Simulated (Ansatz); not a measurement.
## PbF2 (Fluorocronite) under changes of volume

One of the cells (17.354 Å³/atom); the others are scaled copies at fixed shape and fractional positions:

```xyz
3
Lattice="0.0000 2.9637 2.9637 2.9637 0.0000 2.9637 2.9637 2.9637 0.0000" Properties=species:S:1:pos:R:3 pbc="T T T"
Pb    0.0000    0.0000    0.0000
F     4.4455    4.4455    4.4455
F     1.4818    1.4818    1.4818
```

* Program: Ansatz 0.2.0
* Functional: PBE
* Potentials or basis: Ansatz PAW
* Cutoff: 420 eV (not typed: the program's choice for these potentials)
* k mesh: 8 × 8 × 8
* Occupations: fermi-dirac, width 0.05 eV
* Spin: no spin polarisation

| volume (Å³/atom) | energy over the lowest point (meV/atom) | pressure (GPa) | gap on the mesh (eV) |
| --- | --- | --- | --- |
| 16.313 | 40.08 | 8.3 | 4.40 |
| 16.660 | ? | ? | ? |
| 17.007 | 12.91 | 4.4 | 4.41 |
| 17.354 | 5.35 | 2.7 | 4.42 |
| 17.701 | 1.13 | 1.2 | 4.42 |
| 18.048 | 0.00 | -0.1 | 4.42 |
| 18.395 | 1.73 | -1.3 | 4.42 |

What does the run at 16.660 Å³/atom give?

Energy over the lowest point 24.32 meV/atom; pressure 6.2 GPa; gap on the mesh 4.41 eV.

Worked out: A Birch-Murnaghan fit of order 3 (a polynomial in V^(-2/3)) to the other rows has its minimum at 18.01 Å³/atom with B0 = V·E''(V) = 68 GPa and B' = 4.4. It gives 24.38 meV/atom at 16.660 Å³/atom, against the run's 24.32, and -dE/dV = 6.2 GPa, against 6.2. A straight line through the other rows of the gap, of slope 0.173 eV per unit of ln V, gives 4.41 eV, against the run's 4.41.

Energies are extrapolated to zero smearing.

Caveats: spin-orbit coupling is left out, which as a rule narrows the gap of such compounds by several tenths of an eV.

A mesh can miss the band edges.
